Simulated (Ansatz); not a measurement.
**B started in the widest void in zincblende BN, 65 atoms, charge +2**

All numbers come from Ansatz (PAW, plane waves, no spin–orbit coupling) at the single k point (¼, ¼, ¼) without its symmetry partners. The atoms were relaxed with PBEsol in a fixed cell; other functionals are single points on those atoms unless said otherwise. The valence top and gap of the host come from its small cell on a dense mesh, with the band extrema sought between the mesh points, lined up by the mean potential, PBEsol gap 4.30 eV, r²SCAN gap 5.01 eV. The charge correction uses an assumed dielectric constant of 7.1.

Cell: a = 7.212 Å, b = 7.212 Å, c = 7.212 Å, α = 90.00°, β = 90.00°, γ = 90.00°.

Nearest atoms after relaxation, from the placed atom (for vacancies from the middle of the vacant sites): N at 1.41 Å, B at 1.51 Å, N at 1.57 Å, N at 1.57 Å, B at 1.94 Å, B at 2.12 Å, B at 2.12 Å, N at 2.32 Å.

Chemical potentials μ are those of reference phases of the elements at zero temperature by the same functional (the usual solids, diamond for C, grey Sn, and the molecules H2, N2, O2, F2, Cl2, Br2 and S8).

| functional | E(defect) − E(host) − Σ nμ + q·E_VBM (eV) | monopole (eV) | alignment (eV) | formation energy at E_F = VBM (eV) | moment (μB) | wall time, shared host |
| --- | --- | --- | --- | --- | --- | --- |
| PBEsol | 6.07 | 1.60 | 0.04 | 7.71 | 1.0 | 2.3 min on 7 threads of Neoverse-V2 (relaxation) |

Estimate the formation energy and moment that r²SCAN gives on these atoms.

7.93 eV at E_F = VBM (6.28 eV before the monopole term 1.60 eV and the alignment 0.05 eV), moment 1.0 μB.

How does the monopole term follow by hand for this cubic cell?

q²·α·e²/(4πε₀)/(2εL) with the Madelung constant α = 2.837 and e²/4πε₀ = 14.40 eV·Å: 4 × 2.837 × 14.40 / (2 × 7.1 × 7.212) = 1.60 eV.

r²SCAN one-electron levels near the gap (the ten most localised at most), from the host's valence top, not corrected for the charge's images:

```tsv
level (eV)	spin	filling	atoms sharing it	element of the atom with most weight
-0.28	up	1.00	46.9	spread
-0.27	down	1.00	46.9	spread
-0.27	down	1.00	47.4	spread
1.92	up	1.00	8.7	B
3.56	down	0.00	8.4	B
3.72	up	0.00	11.6	B
4.89	down	0.00	15.9	B
```

All elements are taken at their own reference at once; growth conditions in equilibrium with the host shift these energies, by up to the host's formation enthalpy.

One k point and a cell of this size can leave errors of several tenths of an eV in such numbers.
